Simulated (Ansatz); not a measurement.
How far is PAW off for Te?

```xyz
3
Lattice="4.3171 -2.4177 0.0000 4.3171 2.4177 0.0000 -0.1330 0.0000 4.0350" Properties=species:S:1:pos:R:3 pbc="T T T"
Te    5.7470    0.0000    2.7236
Te    2.7543    0.0000    1.3114
Te    0.0000    0.0000    0.0000
```

Atom numbers follow the list: Te1, Te2, Te3.

The cell is COD entry 1533530, as deposited and not checked against the literature; nothing was relaxed. The listed cell was then made from it by scaling, straining or moving an atom.

No spin–orbit coupling, which matters for the heavy atoms here.

All numbers are computed: DFT, LDA, PAW with Ansatz's default frozen-core files, scalar-relativistic (Ansatz 0.2.0); DFT, LDA, all-electron PAW with datasets made for the crystal, scalar-relativistic (Ansatz 0.2.0); DFT, LDA, all-electron LAPW, scalar-relativistic (Ansatz 0.2.0).

For PAW: a Γ-centred 8×8×8 k mesh, Fermi–Dirac smearing of 0.05 eV, cutoff 420 eV, no spin polarisation; the PAW files were made with PBE, and the program remakes their frozen cores for this functional. The crystal-made all-electron datasets (AE datasets) take a cutoff of 160 eV at this cell. LAPW targets a basis error of 1 meV/atom. The Ansatz runs share mesh, smearing and spin set-up. Plane-wave (PAW) pressures include the program's estimate of the Pulay term.

Stress and pressure are positive in compression.

The change that made this cell: volume scaled by 1.06.

```tsv
quantity	PAW	AE datasets	LAPW
pressure (GPa)	0.32	0.34	0.35
stress xx (GPa)	-0.99	-0.96	-0.96
stress yy (GPa)	-0.82	-0.79	-0.79
stress zz (GPa)	2.77	2.78	2.78
stress xz (GPa)	0.90	0.90	0.90
force on Te1, x (eV/Å)	-0.256	-0.256	-0.256
```

PAW's pressure differs from the LAPW value by -0.03 GPa. Datasets made for the crystal and LAPW share parts of one code, so their agreement isn't an independent check.
